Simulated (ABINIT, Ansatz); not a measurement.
# A GW chain in ABINIT: LiBr (Fm-3m), part 2 of 3

Aim: the G0W0 gap of LiBr (Fm-3m) on PBE, step by step.

ABINIT 10.8.3; PBE and many-body steps on it, plane waves. Known limits of the many-body steps: not at the basis limit; no spin-orbit coupling.

So far. Step 2 (Ground state): The gap is direct, at Γ.

## (3) Bands along the symmetry lines

Level of this step: DFT, PBE, plane waves, norm-conserving pseudopotentials (ABINIT).

Levels along a band path, at the cheap level, show where the edges lie and whether the meshes to come will hold them.

Contents of run.abi:

```
acell 3*1.0 Angstrom
rprim 
  0.000000000000 2.750650000000 2.750650000000
  2.750650000000 0.000000000000 2.750650000000
  2.750650000000 2.750650000000 0.000000000000
ntypat 2
znucl 3 35
natom 2
typat 1 2
xred 
  0.000000000000 0.000000000000 0.000000000000
  0.500000000000 0.500000000000 0.500000000000
pp_dirpath "pseudos"
pseudos "Li.upf, Br.upf"
ecut 33
iscf -2
irdden 1
kptopt 0
nkpt 50
kpt 
  0.00000000 0.00000000 0.00000000
  0.06250000 0.00000000 0.06250000
  0.12500000 0.00000000 0.12500000
  0.18750000 0.00000000 0.18750000
  0.25000000 0.00000000 0.25000000
  0.31250000 0.00000000 0.31250000
  0.37500000 0.00000000 0.37500000
  0.43750000 0.00000000 0.43750000
  0.50000000 0.00000000 0.50000000
  0.51562500 0.03125000 0.51562500
  0.53125000 0.06250000 0.53125000
  0.54687500 0.09375000 0.54687500
  0.56250000 0.12500000 0.56250000
  0.57812500 0.15625000 0.57812500
  0.59375000 0.18750000 0.59375000
  0.60937500 0.21875000 0.60937500
  0.62500000 0.25000000 0.62500000
  0.37500000 0.37500000 0.75000000
  0.32812500 0.32812500 0.65625000
  0.28125000 0.28125000 0.56250000
  0.23437500 0.23437500 0.46875000
  0.18750000 0.18750000 0.37500000
  0.14062500 0.14062500 0.28125000
  0.09375000 0.09375000 0.18750000
  0.04687500 0.04687500 0.09375000
  0.00000000 0.00000000 0.00000000
  0.06250000 0.06250000 0.06250000
  0.12500000 0.12500000 0.12500000
  0.18750000 0.18750000 0.18750000
  0.25000000 0.25000000 0.25000000
  0.31250000 0.31250000 0.31250000
  0.37500000 0.37500000 0.37500000
  0.43750000 0.43750000 0.43750000
  0.50000000 0.50000000 0.50000000
  0.50000000 0.46875000 0.53125000
  0.50000000 0.43750000 0.56250000
  0.50000000 0.40625000 0.59375000
  0.50000000 0.37500000 0.62500000
  0.50000000 0.34375000 0.65625000
  0.50000000 0.31250000 0.68750000
  0.50000000 0.28125000 0.71875000
  0.50000000 0.25000000 0.75000000
  0.50000000 0.21875000 0.71875000
  0.50000000 0.18750000 0.68750000
  0.50000000 0.15625000 0.65625000
  0.50000000 0.12500000 0.62500000
  0.50000000 0.09375000 0.59375000
  0.50000000 0.06250000 0.56250000
  0.50000000 0.03125000 0.53125000
  0.50000000 0.00000000 0.50000000
istwfk *1
nband 12
nbdbuf 2
tolwfr 1e-08
nstep 40
prtwf 0
prtvol 0
indata_prefix "in"
outdata_prefix "out"
tmpdata_prefix "tmp"
```

The run is started by

```console
> OMP_NUM_THREADS=1 mpirun -n 8 abinit run.abi > log
```

Numbers of over 12 decimals in the logs are rounded to 6 here.

The log of the run:

```text
.Version 10.8.3 of ABINIT. v10.8.2 released Aug 2026.

 Symmetries : space group Fm -3 m (#225); Bravais cF (face-center cubic)
[... echo of the input left out ...]
== DATASET  1 ==================================================================
-   mpi_nproc: 8, omp_nthreads: 1 (-1 if OMP is not activated)

--- !DatasetInfo
iteration_state: {dtset: 1, }
dimensions: {natom: 2, nkpt: 50, mband: 12, nsppol: 1, nspinor: 1, nspden: 1, mpw: 2637, }
cutoff_energies: {ecut:  33.0, pawecutdg:  -1.0, }
electrons: {nelect:   1.00000000E+01, charge:   0.00000000E+00, occopt:   1.00000000E+00, tsmear:   1.00000000E-02, }

 Real(R)+Recip(G) space primitive vectors, cartesian coordinates (Bohr,Bohr^-1):
 R(1)=  0.0000000  5.1979752  5.1979752  G(1)= -0.0961913  0.0961913  0.0961913
 R(2)=  5.1979752  0.0000000  5.1979752  G(2)=  0.0961913 -0.0961913  0.0961913
 R(3)=  5.1979752  5.1979752  0.0000000  G(3)=  0.0961913  0.0961913 -0.0961913
 Unit cell volume ucvol=  2.8088762E+02 bohr^3
 Angles (23,13,12)=  6.00000000E+01  6.00000000E+01  6.00000000E+01 degrees

 getcut: wavevector=  0.0000  0.0000  0.0000  ngfft=  40  40  40
         ecut(hartree)=     33.000   => boxcut(ratio)=   2.10421

--- Pseudopotential description ------------------------------------------------
- Li Generated using ONCVPSP code by D. R. Hamann
-  3.00000   3.00000  171031                  znucl, zion, pspdat
12 -101130 1 -1 1944                          pspcod,pspxc,lmax,lloc,mmax
     nproj     2     2     0
  pspatm : epsatm=    2.74360059
         --- l  ekb(1:nproj) -->
             0   -4.951544   -1.544797
             1   -2.250661   -0.474685
 pspatm: atomic psp has been read  and splines computed

- Br Generated using ONCVPSP code by D. R. Hamann
- 35.00000   7.00000  171031                  znucl, zion, pspdat
12 -101130 2 -1 1098                          pspcod,pspxc,lmax,lloc,mmax
     nproj     2     2     2
  pspatm : epsatm=   11.64859065
         --- l  ekb(1:nproj) -->
             0    8.455549    0.878460
[...]
pspatm: atomic psp has been read  and splines computed

--------------------------------------------------------------------------------

================================================================================
 prteigrs : about to open file out_EIG
 Non-SCF case, kpt    1 (  0.00000  0.00000  0.00000), residuals and eigenvalues=
  2.47E-09  5.81E-09  1.33E-09  1.89E-09  5.30E-09  8.12E-09  2.68E-09  4.27E-09
  7.24E-09  7.81E-09  5.92E-08  1.03E-07
 -1.6073E+00 -4.7083E-01  2.2829E-02  2.2829E-02  2.2829E-02  2.0430E-01
  4.0939E-01  4.0939E-01  4.0939E-01  4.7298E-01  4.7298E-01  4.7298E-01
 Non-SCF case, kpt    2 (  0.06250  0.00000  0.06250), residuals and eigenvalues=
  7.03E-09  1.48E-09  3.19E-09  1.94E-09  3.64E-09  4.61E-09  6.64E-09  8.99E-10
  3.12E-09  3.66E-09  1.95E-09  3.57E-06
 -1.6072E+00 -4.7003E-01  1.7366E-02  2.0952E-02  2.0952E-02  2.1225E-01
[...]
Non-SCF case, kpt    3 (  0.12500  0.00000  0.12500), residuals and eigenvalues=
  4.49E-09  8.29E-09  9.25E-10  1.15E-09  1.68E-09  7.44E-09  2.08E-09  5.65E-09
  7.92E-09  9.27E-09  8.72E-09  9.05E-05
[...]
Non-SCF case, kpt   49 (  0.50000  0.03125  0.53125), residuals and eigenvalues=
[...]
Non-SCF case, kpt   50 (  0.50000  0.00000  0.50000), residuals and eigenvalues=
[...]
-1.6072E+00 -4.4658E-01 -8.2814E-02 -1.8860E-02 -1.8860E-02  2.5238E-01
  2.8458E-01  4.4981E-01  4.7990E-01  4.7990E-01  6.0339E-01  6.6821E-01

--- !ResultsGS
iteration_state: {dtset: 1, }
comment   : Summary of ground state results
lattice_vectors:
- [  0.0000000,   5.1979752,   5.1979752, ]
- [  5.1979752,   0.0000000,   5.1979752, ]
- [  5.1979752,   5.1979752,   0.0000000, ]
lattice_lengths: [   7.35105,    7.35105,    7.35105, ]
lattice_angles: [ 60.000,  60.000,  60.000, ] # degrees, (23, 13, 12)
lattice_volume:   2.8088762E+02
convergence: {deltae:  0.000E+00, res2:  0.000E+00, residm:  9.943E-09, diffor:  0.000E+00, }
etotal    :  -2.30510544E+01
entropy   :   0.00000000E+00
fermie    :   2.28292420E-02
cartesian_stress_tensor: null
pressure_GPa: null
xred      :
- [  0.0000E+00,   0.0000E+00,   0.0000E+00, Li]
- [  5.0000E-01,   5.0000E-01,   5.0000E-01, Br]
cartesian_forces: null
force_length_stats: {min: null, max: null, mean: null, }

 Integrated electronic density in atomic spheres:
 ------------------------------------------------
 Atom  Sphere_radius  Integrated_density
[...]
================================================================================

 ----iterations are completed or convergence reached----

 Mean square residual over all n,k,spin=   43.051E-10; max=  99.430E-10
 reduced coordinates (array xred) for    2 atoms
       0.000000000000      0.000000000000      0.000000000000
       0.500000000000      0.500000000000      0.500000000000

 cartesian coordinates (angstrom) at end:
[...]
length scales=  1.889726125908  1.889726125908  1.889726125908 bohr
              =  1.000000000000  1.000000000000  1.000000000000 angstroms
 prteigrs : about to open file out_EIG
 Eigenvalues (hartree) for nkpt=  50  k points:
 kpt#   1, nband= 12, wtk=  1.00000, kpt=  0.0000  0.0000  0.0000 (reduced coord)
[...]
kpt#   2, nband= 12, wtk=  1.00000, kpt=  0.0625  0.0000  0.0625 (reduced coord)
[...]
kpt#   3, nband= 12, wtk=  1.00000, kpt=  0.1250  0.0000  0.1250 (reduced coord)
[...]
kpt#  49, nband= 12, wtk=  1.00000, kpt=  0.5000  0.0313  0.5313 (reduced coord)
  -1.60719   -0.44659   -0.08235   -0.01972   -0.01886    0.25358    0.28634    0.44828
   0.47317    0.48074    0.60956    0.66665
 kpt#  50, nband= 12, wtk=  1.00000, kpt=  0.5000  0.0000  0.5000 (reduced coord)
  -1.60719   -0.44658   -0.08281   -0.01886   -0.01886    0.25238    0.28458    0.44981
   0.47990    0.47990    0.60339    0.66821

== END DATASET(S) ==============================================================
================================================================================

 -outvars: echo values of variables after computation  --------
            nband          12
             nkpt          50
          spgroup         225
 [... the other variables as echoed above ...]

 Calculation completed.
```

The job ended after 4 s (8 MPI ranks of AMD EPYC 7R43, shared host; peak memory 0.55 GiB).

Numbers from this step:

* gap: 4.933 eV
* k of the valence top: 0.0938, 0.0938, 0.1875
* k of the conduction bottom: 0, 0, 0
* least direct gap: 4.938 eV

The gap is 4.933 eV, −0.005 eV from the run before at this level.

The electronic bands at the labelled points (eV, zero at the top of the highest filled band; v1 is the highest filled band, c1 the lowest empty one):

```csv
point,v4,v3,v2,v1,c1,c2,c3,c4
Γ,-13.44,0.00,0.00,0.00,4.93,10.51,10.51,10.51
halfway,-13.13,-1.59,-0.62,-0.62,7.16,8.25,8.36,11.05
X,-12.78,-2.88,-1.14,-1.14,6.24,7.12,11.61,12.43
halfway,-12.78,-2.78,-1.38,-1.07,6.42,7.54,11.30,11.59
U,-12.80,-2.49,-1.85,-0.86,6.64,8.73,10.30,10.57
jump to K,-12.80,-2.49,-1.85,-0.86,6.64,8.73,10.30,10.57
halfway,-13.12,-1.81,-0.90,-0.09,6.72,8.86,8.96,9.34
Γ,-13.44,0.00,0.00,0.00,4.93,10.51,10.51,10.51
halfway,-13.21,-1.68,-0.14,-0.14,5.97,9.20,9.20,9.74
L,-12.97,-2.88,-0.27,-0.27,5.62,8.11,8.11,11.75
halfway,-12.88,-2.60,-1.34,-0.61,7.06,7.88,9.22,10.67
W,-12.78,-2.14,-2.14,-1.14,8.01,8.57,9.45,9.45
halfway,-12.78,-2.68,-1.47,-1.14,6.76,7.83,10.60,10.98
X,-12.78,-2.88,-1.14,-1.14,6.24,7.12,11.61,12.43
```

The electronic bands as a text plot (rows in eV, shown from -8.0 to 10.6 only):

```
   10.2 |++++     +       ++       ++++++++  ++        ++  ++
    9.4 |  ++   ++         ++++++++++    ++++         +++++ +
    8.6 |    +++         ++ +++++            +++    ++   ++++
    7.9 |     ++++     ++                       ++++++++++++ ++
    7.1 |     +++++++++    ++++++                     +     ++ ++
    6.3 |    +    +++++++++      ++         +       ++        +++
    5.5 |  ++                      +++   +++ +++++++
    4.8 |++                           +++
    4.0 |
    3.2 |
    2.4 |
    1.7 |
    0.9 |
    0.1 |****                 *******************
   -0.7 |  ********     ******  *****    **      ********
   -1.4 |    ***   *******  **** **        **         ** ********
   -2.2 |       ***      ********            ***       ******
   -3.0 |          ******                       *******      ****
   -3.7 |
   -4.5 |
   -5.3 |
   -6.1 |
   -6.8 |
   -7.6 |
         Γ           X  U|K            Γ         L        W     X
```

## (4) Empty states on the mesh, 6×6×6 mesh, 176 bands

The sums over transitions need many empty states on a uniform mesh; this step solves for them.

Contents of run.abi:

```
acell 3*1.0 Angstrom
rprim 
  0.000000000000 2.750650000000 2.750650000000
  2.750650000000 0.000000000000 2.750650000000
  2.750650000000 2.750650000000 0.000000000000
ntypat 2
znucl 3 35
natom 2
typat 1 2
xred 
  0.000000000000 0.000000000000 0.000000000000
  0.500000000000 0.500000000000 0.500000000000
pp_dirpath "pseudos"
pseudos "Li.upf, Br.upf"
ecut 33
ngkpt 6 6 6
nshiftk 1
shiftk 0 0 0
kptopt 1
chksymbreak 0
irdden 1
istwfk *1
nband 176
prtvol 0
optdriver 6
gwr_task "HDIAGO"
paral_kgb 0
occopt 1
indata_prefix "in"
outdata_prefix "out"
tmpdata_prefix "tmp"
```

The log of the run:

```text
[banner, memory and clock lines left out]
.Version 10.8.3 of ABINIT. v10.8.2 released Aug 2026.

 Symmetries : space group Fm -3 m (#225); Bravais cF (face-center cubic)
[... echo of the input left out ...]
== DATASET  1 ==================================================================
-   mpi_nproc: 8, omp_nthreads: 1 (-1 if OMP is not activated)

--- !DatasetInfo
iteration_state: {dtset: 1, }
dimensions: {natom: 2, nkpt: 16, mband: 176, nsppol: 1, nspinor: 1, nspden: 1, mpw: 2637, }
cutoff_energies: {ecut:  33.0, pawecutdg:  -1.0, }
electrons: {nelect:   1.00000000E+01, charge:   0.00000000E+00, occopt:   1.00000000E+00, tsmear:   1.00000000E-02, }

.Using double precision arithmetic; gwpc =  8

- Reading GS density from: in_DEN

--- Pseudopotential description ------------------------------------------------
- Li Generated using ONCVPSP code by D. R. Hamann
-  3.00000   3.00000  171031                  znucl, zion, pspdat
12 -101130 1 -1 1944                          pspcod,pspxc,lmax,lloc,mmax
     nproj     2     2     0
  pspatm : epsatm=    2.74360059
         --- l  ekb(1:nproj) -->
             0   -4.951544   -1.544797
             1   -2.250661   -0.474685
 pspatm: atomic psp has been read  and splines computed

- Br Generated using ONCVPSP code by D. R. Hamann
- 35.00000   7.00000  171031                  znucl, zion, pspdat
12 -101130 2 -1 1098                          pspcod,pspxc,lmax,lloc,mmax
     nproj     2     2     2
  pspatm : epsatm=   11.64859065
         --- l  ekb(1:nproj) -->
             0    8.455549    0.878460
             1    5.292495    0.880691
             2    2.589748    0.385882
 pspatm: atomic psp has been read  and splines computed

   1.43921912E+02                                ecore*ucvol(ha*bohr**3)

 Total charge density [el/Bohr^3]
)     Maximum=    2.7810E+00  at reduced coord.    0.0000    0.0000    0.0000
)     Minimum=    7.1989E-04  at reduced coord.    0.5000    0.5000    0.5000
   Integrated=    1.0000E+01

 === KS gaps after direct diagonalization ===
 Direct band gap semiconductor
 Fundamental gap:     4.938 (eV)
   VBM:     0.621 (eV) at k: [ 0.0000E+00,  0.0000E+00,  0.0000E+00]
   CBM:     5.559 (eV) at k: [ 0.0000E+00,  0.0000E+00,  0.0000E+00]
 Direct gap:         4.938 (eV) at k: [ 0.0000E+00,  0.0000E+00,  0.0000E+00]

== END DATASET(S) ==============================================================

 -outvars: echo values of variables after computation  --------
           etotal      0.0000000000E+00
            nband         176
             nkpt          16
          spgroup         225
 [... the other variables as echoed above ...]

 Calculation completed.
```

Wall time 17 s (8 MPI ranks); peak memory 3.3 GiB.

Numbers from this step:

```yaml
gap: 4.938 eV
k_of_the_valence_top: 0, 0, 0
k_of_the_conduction_bottom: 0, 0, 0
least_direct_gap: 4.938 eV
k_points_computed: 16
lowest_point_of_the_top_converged_band_above_the_valence_top: 132.1063 eV
```

On this mesh the gap is 4.938 eV.

## (5) Screening, 6×6×6 mesh, 168 bands, screening to 209.5 eV

The RPA dielectric matrix is built and inverted for each q.

This step: RPA screening on PBE, plane waves, norm-conserving pseudopotentials.

Edit run.abi of step 4 so:

```diff
@@ -20,10 +20,11 @@
 chksymbreak 0
-irdden 1
 istwfk *1
-nband 176
-prtvol 0
-optdriver 6
-gwr_task "HDIAGO"
-paral_kgb 0
 occopt 1
+irdwfk 1
+optdriver 3
+nband 168
+ecuteps 7.7
+inclvkb 2
+awtr 1
+symchi 1
 indata_prefix "in"
```

The log of the run:

```text
.Version 10.8.3 of ABINIT. v10.8.2 released Aug 2026.

 Symmetries : space group Fm -3 m (#225); Bravais cF (face-center cubic)
[... echo of the input left out ...]
== DATASET  1 ==================================================================
-   mpi_nproc: 8, omp_nthreads: 1 (-1 if OMP is not activated)

--- !DatasetInfo
iteration_state: {dtset: 1, }
dimensions: {natom: 2, nkpt: 16, mband: 168, nsppol: 1, nspinor: 1, nspden: 1, mpw: 2637, }
cutoff_energies: {ecut:  33.0, pawecutdg:  -1.0, }
electrons: {nelect:   1.00000000E+01, charge:   0.00000000E+00, occopt:   1.00000000E+00, tsmear:   1.00000000E-02, }

 SCREENING: Calculation of the susceptibility and dielectric matrices

 Based on a program developped by R.W. Godby, V. Olevano, G. Onida, and L. Reining.
 Incorporated in ABINIT by V. Olevano, G.-M. Rignanese, and M. Torrent.
.Using double precision arithmetic ; gwpc =  8

[... cell and pseudopotentials left out ...]
--------------------------------------------------------------------------------

 ==== K-mesh for the wavefunctions ====
 Number of points in the irreducible wedge :    16
[... list of points left out ...]
 Together with 48 symmetry operations and time-reversal symmetry
 yields   216 points in the full Brillouin Zone.

 ==== Q-mesh for the screening function ====
 Number of points in the irreducible wedge :    16
[... list of points left out ...]
 Together with 48 symmetry operations and time-reversal symmetry
 yields   216 points in the full Brillouin Zone.

 setmesh: FFT mesh size selected  =    27x   27x   27
          total number of points  =        19683

 vcoul_init : cutoff-mode = AUXILIARY_FUNCTION
 q-points for optical limit:   1
     1)      0.000010    0.000020    0.000030

- screening: taking advantage of time-reversal symmetry
- Maximum band index for partially occupied states nbvw = 5
- Remaining bands to be divided among processors   nbcw = 163
- Number of bands treated by each node ~20

 Number of electrons calculated from density =   10.0000; Expected =   10.0000
 average of density, n =  0.035601
 r_s =    1.8857
 omega_plasma =   18.2008 [eV]

 calculating chi0 at frequencies [eV] :
  1    0.000000E+00    0.000000E+00
  2    0.000000E+00    1.820075E+01

--------------------------------------------------------------------------------
  q-point number  1        q = ( 0.000000, 0.000000, 0.000000) [r.l.u.]
--------------------------------------------------------------------------------
[... chi0 elements left out ...]
 For q-point:  0.000010 0.000020 0.000030
  dielectric constant =   3.1701
  dielectric constant without local fields =   3.7699

  Average fulfillment of the sum rule on Im[epsilon] for q-point    1 :     92.90  [%]
[... wings left out ...]
  q-point number  2        q = ( 0.166667, 0.000000, 0.000000) [r.l.u.]
--------------------------------------------------------------------------------
[... chi0 elements left out ...]
  Average fulfillment of the sum rule on Im[epsilon] for q-point    2 :     99.13  [%]

 [... 14 further q-points ...]
```

Run time: 54 s. Hardware: 8 MPI ranks; peak memory 2.1 GiB; 7.2 min of CPU time.

This step gave:

| Property | Result |
| --- | --- |
| ε∞ with local fields, on this mesh, along the program's q direction | 3.170 |
| the same without local fields | 3.770 |
| plasma frequency | 18.20 eV |
| plane waves in the screening matrix | 283 |

Local fields lower ε∞ by 16 %.

(Part 2 of 3 ends here.)

[Paths, hosts, dates, memory and timing lines, banners, echoed tables and standing remarks are left out of the program output.]

[Logs are printed without paths, hosts, clocks, repeated set-up lines and the standing remarks that a program may print on its own settings, such as how far it seeks lower states.]

[Runs of the session that timed out or met a known fault of the program may be left out.]

[Hosts, paths, dates, database ids (printed as entryN), source tags and the programs' standing remarks are cut or masked in the printed files.]

[G0W0 gaps are taken among the corrected bands and points alone; a level outside them can change the order at an edge.]

[Where Ansatz stands beside ABINIT at settings called matched, ABINIT's density can come from a denser mesh and the files from another edition; pairs whose starting gaps differed by over 0.03 eV were left out, so agreement reads better than it is.]
